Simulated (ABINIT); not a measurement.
The system is P.

```
P
1.0
     1.64774   -5.46504    0.00000
     1.64774    5.46504    0.00000
     0.00000    0.00000    4.54364
P
4
Direct
  0.90414 0.09586 0.58882
  0.09586 0.90414 0.41118
  0.59586 0.40414 0.08882
  0.40414 0.59586 0.91118
```

Base run:

```yaml
Program: ABINIT 10.8.3 (patched build)
Functional: LDA
Potentials_or_basis: JTH PAW LDA v2.0
Cutoff: 544 eV
k_mesh: 5 × 5 × 4
Occupations: fermi-dirac, width 0.05 eV
Spin: no spin polarisation
```

Its results: band gap on the k mesh 0.34 eV, direct; pressure -2.0 GPa; largest force 0.200 eV/Å.

Q: After a change of settings the same cell gave: band gap on the k mesh none (metal or under the smearing width); pressure -2.1 GPa; largest force 0.196 eV/Å. Which change was it?
A. functional from LDA to PBE; potentials or basis from JTH PAW LDA v2.0 to JTH PAW PBE v2.0
B. k mesh from 5 × 5 × 4 to 6 × 6 × 5
C. functional from LDA to PBEsol; potentials or basis from JTH PAW LDA v2.0 to JTH PAW PBE v2.0
D. k mesh from 5 × 5 × 4 to 3 × 3 × 2

A: B.

Caveats: an odd mesh through Γ misses points on the zone boundary, where band edges often lie (some runs).

Not every run made on this cell is shown here.
